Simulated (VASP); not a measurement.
```
NaBr
1.0
    0.00000     2.96009     2.96009
    2.96009     0.00000     2.96009
    2.96009     2.96009     0.00000
Na Br
1 1
Direct
  0.00000   0.00000   0.00000
  0.50000   0.50000   0.50000
```

All values below come from PBEsol GGA, VASP's PBE PAW potentials (set 64) (plane waves; VASP). Settings: 400 eV cut-off, 8×8×8 Γ-centred mesh, Gaussian smearing of 0.010 eV, potentials Na_pv Br.

Q: Give the electronic dielectric tensor ε∞ (DFPT, local fields included).

A: 
```
2.94  0.00  0.00
0.00  2.94  0.00
0.00  0.00  2.94
```

Q: Give the Born effective charges.

A: 
```json
[
 {"atom": "Na1", "Z*xx": "1.12", "Z*yy": "1.12", "Z*zz": "1.12", "mean": "1.12"},
 {"atom": "Br2", "Z*xx": "-1.12", "Z*yy": "-1.12", "Z*zz": "-1.12", "mean": "-1.12"}
]
```

Q: And the static tensor with the ions free?

A: 
```
6.34  0.00  0.00
0.00  6.34  0.00
0.00  0.00  6.34
```

Q: Which frequencies do the optical Γ-point modes have (no LO-TO splitting)?

A: 141 (×3) cm⁻¹.

The compound is NaBr in the rock salt structure. It was relaxed first.
